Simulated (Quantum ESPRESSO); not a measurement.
# Sb under changes of volume

One of the cells (31.554 Å³/atom); the others are scaled copies at fixed shape and fractional positions:

```xyz
1
Lattice="3.1600 0.0000 0.0000 0.0000 3.1600 0.0000 0.0000 0.0000 3.1600" Properties=species:S:1:pos:R:3 pbc="T T T"
Sb    0.0000    0.0000    0.0000
```

This isn't the form of Sb at room conditions, which is rhombohedral.

| Property | Result |
| --- | --- |
| Program | Quantum ESPRESSO 7.5 |
| Functional | r2SCAN |
| Potentials or basis | SG15 PBE 1.2 |
| Cutoff | 952 eV |
| Density cutoff | 3810 eV |
| k mesh | 6 × 6 × 6 |
| Occupations | fermi-dirac, width 0.05 eV |
| Spin | no spin polarisation |

```tsv
volume (Å³/atom)	energy over the lowest point (meV/atom)	pressure (GPa)
29.661	0.00	-0.8
30.292	?	?
30.923	13.09	-2.8
31.554	25.56	-3.7
32.186	41.55	-4.5
32.817	60.60	-5.2
33.448	82.31	-5.8
```

Problem. What does the run at 30.292 Å³/atom give?

Solution. Energy over the lowest point 4.50 meV/atom; pressure -1.8 GPa.

Worked out: A Birch-Murnaghan fit of order 3 (a polynomial in V^(-2/3)) to the other rows has its minimum at 29.39 Å³/atom, just outside them, with B0 = V·E''(V) = 60 GPa and B' = 4.3. It gives 4.39 meV/atom at 30.292 Å³/atom, against the run's 4.50, and -dE/dV = -1.7 GPa, against -1.8.

Energies are extrapolated to zero smearing.

Caveats: the potentials were made for another functional, which shifts forces and pressure.
